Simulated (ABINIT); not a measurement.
# GaAs (F-43m) in ABINIT: notebook

One crystal, GaAs, is run at these levels: PBEsol, PBE; tasks: single point, relaxation of cell and atoms.

Everything below comes from runs of ABINIT 10.8.3 (patched build). Logs are shortened: lines on timing, memory, paths and dates and some standing lists are left out, and cuts for length are marked. The log counts tension as positive stress, the text compression.

**Experimental background.**

From “Evidence of valence band perturbations in GaAsN/GaAs(001): A combined variable-angle spectroscopic ellipsometry and modulated photoreflectance investigation”, 2008, arxiv:0805.2212, for a bulk crystal of GaAs at 300 K: band gap 1.412 ± 0.01 eV (direct); band gap 1.418 ± 0.005 eV (direct).

The runs below are set against these values where they give the same quantity.

## Step 1: Starting point

The structure is cubic, space group F-43m (No. 216). Conventional cell: a = 5.654 Å, b = 5.654 Å, c = 5.654 Å, α = 90.00°, β = 90.00°, γ = 90.00°. As (site symmetry -43m) is surrounded by 4 Ga at 2.45 Å. Ga (site symmetry -43m) is surrounded by 4 As at 2.45 Å.

## Step 2: Single point, PBEsol

File run.abi:

```
# Pseudopotentials
pp_dirpath "./"
pseudos "As.upf, Ga.upf"

# Structure
acell 3*1.0
rprim
     0.0000000000     5.3419722954     5.3419722954
     5.3419722954     0.0000000000     5.3419722954
     5.3419722954     5.3419722954     0.0000000000
ntypat 2
znucl 33 31
natom 2
typat 1 2
xred
     0.7500000000     0.7500000000     0.7500000000
     0.0000000000     0.0000000000     0.0000000000

# Plane-wave basis
ecut 38.0

# k points
kptopt 1
ngkpt 6 6 6
nshiftk 1
shiftk 0.0 0.0 0.0

# Exchange and correlation
ixc -116133

# Bands and occupations
nband 18
occopt 3
tsmear 0.05 eV

# SCF cycle
nstep 100
tolvrs 1.0e-10

# Output
iomode 3
prtwf 0
prtden 0
prteig 0
prtebands 0
enunit 1
prtvol 2
```

Potentials or basis: PseudoDojo NC SR PBEsol v0.4.1 standard.

Launch:

```
> abinit run.abi > log 2>&1
```

run.abo:

```text
.Version 10.8.3 of ABINIT
 Symmetries : space group F-4 3 m (#216); Bravais cF (face-center cubic)
================================================================================
 Values of the parameters that define the memory need of the present run
     intxc =       0    ionmov =       0      iscf =       7    lmnmax =       6
     lnmax =       6     mgfft =      45  mpssoang =       3    mqgrid =    3001
     natom =       2  nloc_mem =       1    nspden =       1   nspinor =       1
    nsppol =       1      nsym =      24    n1xccc =    2501    ntypat =       2
    occopt =       3   xclevel =       2
       mpw =        3428          nfft =       91125          nkpt =          16
================================================================================
================================================================================

--------------------------------------------------------------------------------
------------- Echo of variables that govern the present computation ------------
--------------------------------------------------------------------------------
 -outvars: echo values of preprocessed input variables --------
            acell      1.0000000000E+00  1.0000000000E+00  1.0000000000E+00 Bohr
              amu      7.49215900E+01  6.97230000E+01
             ecut      3.80000000E+01 Hartree
           enunit           1
              ixc     -116133
         kptrlatt        6    0    0      0    6    0      0    0    6
          kptrlen      4.53281380E+01
            natom           2
            nband          18
            ngfft          45      45      45
             nkpt          16
            nstep         100
             nsym          24
           ntypat           2
           occopt           3
           prtden           0
        prtebands           0
           prteig           0
           prtvol           2
            prtwf           0
            rprim      0.0000000000E+00  5.3419722954E+00  5.3419722954E+00
                       5.3419722954E+00  0.0000000000E+00  5.3419722954E+00
                       5.3419722954E+00  5.3419722954E+00  0.0000000000E+00
          spgroup         216
           tolvrs      1.00000000E-10
           tsmear      1.83746611E-03 Hartree
            typat      1  2
           xangst      4.2402749971E+00  4.2402749971E+00  4.2402749971E+00
                       0.0000000000E+00  0.0000000000E+00  0.0000000000E+00
            xcart      8.0129584431E+00  8.0129584431E+00  8.0129584431E+00
                       0.0000000000E+00  0.0000000000E+00  0.0000000000E+00
             xred      7.5000000000E-01  7.5000000000E-01  7.5000000000E-01
                       0.0000000000E+00  0.0000000000E+00  0.0000000000E+00
            znucl       33.00000   31.00000

================================================================================

 chkinp: Checking input parameters for consistency.

[... 192 lines left out ...]
   7.61964    7.61964
 kpt#   2, nband= 18, wtk=  0.03704, kpt=  0.1667  0.0000  0.0000 (reduced coord)
 -31.29884  -31.29837  -31.29837  -31.28862  -31.28862  -10.92040  -10.89160  -10.89160
 -10.81941  -10.81941   -8.51446    1.17763    3.53468    3.53468    5.49211    8.16862
   8.16862    8.53512
 kpt#   3, nband= 18, wtk=  0.03704, kpt=  0.3333  0.0000  0.0000 (reduced coord)
 -31.29864  -31.29809  -31.29809  -31.28865  -31.28865  -10.96011  -10.88176  -10.88176
 -10.81767  -10.81767   -7.68452   -1.49258    2.98722    2.98722    5.06314    8.57886
   8.57886   11.06406
 kpt#   4, nband= 18, wtk=  0.01852, kpt=  0.5000  0.0000  0.0000 (reduced coord)
 -31.29843  -31.29786  -31.29786  -31.28864  -31.28864  -10.97790  -10.87818  -10.87818
 -10.81541  -10.81541   -7.06417   -2.75721    2.77203    2.77203    4.84385    8.51234
   8.51234   11.51172
 kpt#   5, nband= 18, wtk=  0.02778, kpt=  0.1667  0.1667  0.0000 (reduced coord)
[... 32 lines left out ...]
 -31.29973  -31.29658  -31.29658  -31.28905  -31.28758  -11.00966  -10.84790  -10.84790
 -10.84532  -10.80678   -6.32478   -2.92507    1.22498    1.22498    5.27242    5.49755
  14.04618   14.04618
 kpt#  14, nband= 18, wtk=  0.11111, kpt=  0.5000  0.3333  0.1667 (reduced coord)
 -31.29882  -31.29767  -31.29741  -31.28898  -31.28820  -10.98380  -10.87016  -10.86351
 -10.82974  -10.81345   -7.02054   -1.90827    0.67651    1.85067    7.29914    7.71191
   8.93187   11.71282
 kpt#  15, nband= 18, wtk=  0.11111, kpt= -0.3333  0.3333  0.1667 (reduced coord)
 -31.29824  -31.29788  -31.29698  -31.28871  -31.28810  -10.99136  -10.86951  -10.85859
 -10.82712  -10.81589   -6.51383   -2.59999    0.22383    1.43899    7.47507    8.19331
  10.07244   11.25668
 kpt#  16, nband= 18, wtk=  0.05556, kpt= -0.3333  0.5000  0.1667 (reduced coord)
 -31.29892  -31.29737  -31.29657  -31.28906  -31.28793  -11.00031  -10.86125  -10.85268
 -10.83395  -10.81247   -6.28087   -2.78719    0.54300    0.68498    7.10421    7.31652
  10.96923   11.26995
 Total charge density [el/Bohr^3]
)     Maximum=    2.4002E+00  at reduced coord.    0.7333    0.7556    0.8444
)Next maximum=    2.4002E+00  at reduced coord.    0.6667    0.7556    0.8444
)     Minimum=    5.0255E-05  at reduced coord.    0.0000    0.0000    0.0000
)Next minimum=    2.4037E-03  at reduced coord.    0.2444    0.2444    0.2444
   Integrated=    2.8000E+01

--- !EnergyTerms
iteration_state     : {dtset: 1, }
comment             : Components of total free energy in Hartree
kinetic             :  1.38792668844945E+02
hartree             :  5.73003964240861E+01
xc                  : -4.42342978986005E+01
Ewald energy        : -9.91764168889747E+01
psp_core            :  4.89508773434959E+00
local_psp           : -1.49610891078001E+02
non_local_psp       : -9.02726605964018E+01
internal            : -1.82306113458598E+02
'-kT*entropy'       : -3.91133726313242E-06
total_energy        : -1.82306117369935E+02
total_energy_eV     : -4.96080217475845E+03
band_energy         : -1.59020644415560E+01
...

 Cartesian components of stress tensor (hartree/bohr^3)
  sigma(1 1)=  2.55556603E-05  sigma(3 2)=  0.00000000E+00
  sigma(2 2)=  2.55556603E-05  sigma(3 1)=  0.00000000E+00
  sigma(3 3)=  2.55556603E-05  sigma(2 1)=  0.00000000E+00

-Cartesian components of stress tensor (GPa)         [Pressure= -7.5187E-01 GPa]
- sigma(1 1)=  7.51873485E-01  sigma(3 2)=  0.00000000E+00
- sigma(2 2)=  7.51873485E-01  sigma(3 1)=  0.00000000E+00
- sigma(3 3)=  7.51873485E-01  sigma(2 1)=  0.00000000E+00

== END DATASET(S) ==============================================================
================================================================================

 -outvars: echo values of variables after computation  --------
            acell      1.0000000000E+00  1.0000000000E+00  1.0000000000E+00 Bohr
           etotal     -1.8230611737E+02
            fcart     -2.2682452911E-28 -2.2682452911E-28  6.8047358733E-28
                       2.2682452911E-28  2.2682452911E-28 -6.8047358733E-28
            rprim      0.0000000000E+00  5.3419722954E+00  5.3419722954E+00
                       5.3419722954E+00  0.0000000000E+00  5.3419722954E+00
                       5.3419722954E+00  5.3419722954E+00  0.0000000000E+00
           strten      2.5555660331E-05  2.5555660331E-05  2.5555660331E-05
                       0.0000000000E+00  0.0000000000E+00  0.0000000000E+00
           xangst      4.2402749971E+00  4.2402749971E+00  4.2402749971E+00
                       0.0000000000E+00  0.0000000000E+00  0.0000000000E+00
             xred      7.5000000000E-01  7.5000000000E-01  7.5000000000E-01
                       0.0000000000E+00  0.0000000000E+00  0.0000000000E+00
 Calculation completed.
```

It took 44 s on 1 thread of Arm Neoverse V1, shared host; peak memory 0.09 GiB.

Results:

- Free energy: -4960.8022 eV
- Pressure: -0.8 GPa
- Band gap on the k mesh: 0.44 eV, direct
- Valence electrons inside the program's atomic spheres: As 12.37; Ga 10.82

## Step 3: Single point, PBE

Edit run.abi of step 2 so:

```diff
@@ -5,7 +5,7 @@
 # Structure
-acell 3*1.0
+acell 3*1.0 Angstrom
 rprim
-     0.0000000000     5.3419722954     5.3419722954
-     5.3419722954     0.0000000000     5.3419722954
-     5.3419722954     5.3419722954     0.0000000000
+     0.0000000000     2.8268500000     2.8268500000
+     2.8268500000     0.0000000000     2.8268500000
+     2.8268500000     2.8268500000     0.0000000000
 ntypat 2
@@ -28,3 +28,3 @@
 # Exchange and correlation
-ixc -116133
+ixc 11
 
@@ -33,3 +33,3 @@
 occopt 3
-tsmear 0.05 eV
+tsmear 0.00183747
```

Potentials or basis: PseudoDojo NC SR PBE v0.4.1 standard.

Launch:

```
> abinit run.abi > log 2>&1
```

Run time: 36 s. Hardware: 1 thread of Arm Neoverse V2, shared host; peak memory 0.09 GiB.

It converged, with:

| Quantity | Value |
| --- | --- |
| Free energy | -4967.8000 eV |
| Band gap on the k mesh | 0.51 eV, direct |
| Valence electrons inside the program's atomic spheres | As 12.37; Ga 10.82 |

Levels at points of the mesh, in eV from the valence-band top:
```tsv
k point	band 11	band 12	band 13	band 14	band 15	band 16	band 17	band 18
(0.00, 0.00, 0.00)	-12.73	0.00	0.00	0.00	0.51	3.74	3.74	3.74
(0.50, 0.00, 0.00)	-10.97	-6.64	-1.14	-1.14	1.00	4.64	4.64	7.77
(0.50, 0.50, 0.00)	-10.23	-6.81	-2.68	-2.68	1.47	1.66	10.17	10.17
```

Caveat: the cutoff is too short for stress, so the log's stress isn't used.

## Step 4: Relaxation of cell and atoms, PBEsol

File run.abi:

```
# Pseudopotentials
pp_dirpath "./"
pseudos "As.upf, Ga.upf"

# Structure
acell 3.9977696088 3.9977696088 3.9977696088 Angstrom
rprim
     0.0000000000     0.7071067812     0.7071067812
     0.7071067812     0.0000000000     0.7071067812
     0.7071067812     0.7071067812     0.0000000000
ntypat 2
znucl 33 31
natom 2
typat 1 2
chkprim 0
chksymtnons 0
tolsym 1.0e-6
xred
            3/4            3/4            3/4
            0.0            0.0            0.0

# Plane-wave basis
ecut 42.0
ecutsm 0.5

# k points
kptopt 1
ngkpt 6 6 6
nshiftk 1
shiftk 0.0 0.0 0.0

# Exchange and correlation
ixc -116133

# Bands and occupations
nband 18
occopt 3
tsmear 0.05 eV

# SCF cycle
nstep 80
tolvrs 1.0e-12

# Output
iomode 3
prteig 0
prtebands 0
prtwf 0
prtden 0

# Relaxation
ionmov 2
optcell 2
ntime 50
tolmxf 2.0e-5
dilatmx 1.08
```

Potentials or basis: PseudoDojo NC SR PBEsol v0.4.1 standard.

Launch:

```
> mpirun --bind-to none -np 4 abinit run.abi > log 2>&1
```

It took 47 s on 4 MPI ranks of Arm Neoverse V1, shared host; peak memory 0.4 GiB.

Results (log left out):

| Property | Result |
| --- | --- |
| Free energy | -4960.8140 eV |
| Relaxed volume | 22.67 Å³/atom |
| Relaxed cell | a = 4.003 Å, b = 4.003 Å, c = 4.003 Å, α = 60.00°, β = 60.00°, γ = 60.00° |
| Space group after relaxing (to 0.05 Å) | F-43m (No. 216) |
| Energy gained by relaxing | 0.1 meV/atom |
| Ionic steps | 3 |
| Pressure after relaxing | 0.0 GPa |
| Band gap on the k mesh | 0.41 eV, direct |

Step by step:
```
step  energy change (eV)  largest force (eV/Å)  pressure (GPa)  volume (Å³)
   1              0.0000                0.0000            0.26        45.18
   2             -0.0001                0.0000            0.21        45.22
   3             -0.0001                0.0000            0.00        45.35
```

Final structure:
```
CELL_PARAMETERS angstrom
0.00000 2.83040 2.83040
2.83040 0.00000 2.83040
2.83040 2.83040 0.00000
ATOMIC_POSITIONS crystal
As 0.75000 0.75000 0.75000
Ga 0.00000 0.00000 0.00000
```

A k mesh can miss the band edges. Expect the measured gap to be larger: semilocal functionals such as PBEsol lack the derivative discontinuity.

## Step 5: Single point, PBEsol (cell relaxed)

File run.abi:

```
pp_dirpath "./"
pseudos "As.upf, Ga.upf"

acell 3*1.0
rprim
     0.0000000000     5.3486723194     5.3486723194
     5.3486723194     0.0000000000     5.3486723194
     5.3486723194     5.3486723194     0.0000000000
ntypat 2
znucl 33 31
natom 2
typat 1 2
xcart
     8.0230084791     8.0230084791     8.0230084791
     0.0000000000     0.0000000000     0.0000000000
chkprim 0
chksymtnons 0
tolsym 1.0e-6

ecut 42.0

kptopt 1
ngkpt 6 6 6
nshiftk 1
shiftk 0.0 0.0 0.0

ixc -116133

nband 18
occopt 3
tsmear 0.00183747

nstep 100
tolvrs 1.0e-10

iomode 3
prtwf 0
prtden 0
prteig 0
prtebands 0
enunit 1
```

Launch:

```
> mpirun --bind-to none -np 4 abinit run.abi > log 2>&1
```

Wall time 16 s (4 MPI ranks of Arm Neoverse V1, shared host); peak memory 0.36 GiB.

The run converged. Its results:

- Free energy: -4960.8140 eV
- Pressure: 0.0 GPa
- Band gap on the k mesh: 0.41 eV, direct
- Valence electrons inside the program's atomic spheres: As 12.38; Ga 10.82

Levels at points of the mesh, in eV from the valence-band top:
```
           k point  band 12  band 13  band 14  band 15  band 16  band 17
(0.00, 0.00, 0.00)     0.00     0.00     0.00     0.41     3.70     3.70
(0.50, 0.00, 0.00)    -6.65    -1.14    -1.14     0.92     4.59     4.59
(0.50, 0.50, 0.00)    -6.83    -2.68    -2.68     1.36     1.58    10.10
```

## Step 6: The runs side by side

| task | level | potentials or basis | cell | cutoff (eV) | cell freedom (optcell) | optimiser (ionmov) | cutoff smearing ecutsm (Ha) | force stop (Ha/bohr) | gap on the mesh (eV) | pressure (GPa) |
| --- | --- | --- | --- | --- | --- | --- | --- | --- | --- | --- |
| single point | PBEsol | PseudoDojo NC SR PBEsol v0.4.1 standard | as given | 1034 | - | - | - | - | 0.44 | -0.8 |
| single point | PBE | PseudoDojo NC SR PBE v0.4.1 standard | as given | 1034 | - | - | - | - | 0.51 | - |
| relaxation of cell and atoms | PBEsol | PseudoDojo NC SR PBEsol v0.4.1 standard | relaxed | 1143 | 2 | 2 | 0.5 | 2e-05 | 0.41 | 0.0 |
| single point | PBEsol | PseudoDojo NC SR PBEsol v0.4.1 standard | cell relaxed | 1143 | - | - | - | - | 0.41 | 0.0 |

Alike in all rows: no spin polarisation; k mesh 6 × 6 × 6; smearing fermi-dirac 0.05 eV.

Total energies depend on the potentials used, so only differences within one code and one set of settings carry meaning.

## Step 7: How close it comes

Step 2. A measured gap of GaAs is 1.412 eV (direct; 300 K; “Evidence of valence band perturbations in GaAsN/GaAs(001): A combined variable-angle spectroscopic ellipsometry and modulated photoreflectance investigation”, 2008, arxiv:0805.2212); the calculated 0.44 eV misses it by -0.97 eV. 3 values of this kind are on record (1.412 to 1.51 eV); this one was drawn at random among those near their median, those with a stated uncertainty first. Spin-orbit coupling on As, Ga is left out. The value is that of PBEsol on a finite k mesh, which can miss the band edges, without temperature or zero-point motion. Semilocal functionals fall short of measured gaps as a rule.

Step 3. Measured gap of GaAs: 1.418 eV (direct; 300 K; “Evidence of valence band perturbations in GaAsN/GaAs(001): A combined variable-angle spectroscopic ellipsometry and modulated photoreflectance investigation”, 2008, arxiv:0805.2212). This calculation gives 0.51 eV (-0.90 eV). 3 values of this kind are on record (1.412 to 1.51 eV); this one was drawn at random among those near their median, those with a stated uncertainty first. Spin-orbit coupling on As, Ga is left out. The value is that of PBE on a finite k mesh, which can miss the band edges, without temperature or zero-point motion. Semilocal functionals fall short of measured gaps as a rule.
